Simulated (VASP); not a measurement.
The system is CoO.

```xyz
2
Lattice="2.8285 0.0000 0.0000 -1.4142 2.4495 0.0000 0.0000 0.0000 2.7217" Properties=species:S:1:pos:R:3 pbc="T T T"
Co    0.0000    0.0000    1.3609
O     1.4142    0.8165    0.0000
```

The cell was built by a generator and needn't be a form met in nature.

| Quantity | Value |
| --- | --- |
| Program | VASP 6.6.1 |
| Task | relaxation of cell and atoms |
| Functional | revPBE |
| Potentials or basis | VASP PAW PBE potentials, release 64 (Co, O) |
| Cutoff | 600 eV |
| k mesh | 8 × 8 × 7 |
| Occupations | fermi-dirac, width 0.05 eV |
| Spin | collinear spin, ferromagnetic start |
| Starting moments | [2.0, 0.0] μB |

At the start: pressure 4.0 GPa; volume 9.43 Å³/atom.

Question: How do energy, volume and symmetry change on relaxing?

Answer: Over 6 steps the energy falls by 2.8 meV/atom and the volume is 9.65 Å³/atom (+2.4 %); space group P-6m2 (No. 187, to 0.05 Å); moment 3.00 μB per cell.

Step by step:
| step | energy change (eV) | largest force (eV/Å) | pressure (GPa) | volume (Å³) |
| --- | --- | --- | --- | --- |
| 1 | 0.0000 | 0.0000 | 4.03 | 18.86 |
| 2 | -0.0039 | 0.0001 | -1.95 | 19.51 |
| 3 | -0.0053 | 0.0001 | -0.03 | 19.29 |
| 4 | -0.0053 | 0.0000 | 0.14 | 19.28 |
| 5 | -0.0055 | 0.0000 | 0.04 | 19.29 |
| 6 | -0.0056 | 0.0001 | 0.02 | 19.30 |

Final structure:
```yaml
crystal:
  lattice:
    - [2.85753, 0.00001, 0.00000]
    - [-1.42876, 2.47470, 0.00000]
    - [0.00000, 0.00000, 2.72978]
  atoms:
    - { symbol: Co, position: [0.00000, 0.00000, 0.50000] }
    - { symbol: O, position: [0.66667, 0.33333, 0.00000] }
```

Caveat: the PAW data sets were made with another functional, which shifts forces and pressure a little; a cell with one magnetic atom can't hold antiferromagnetic order, which such compounds often take.
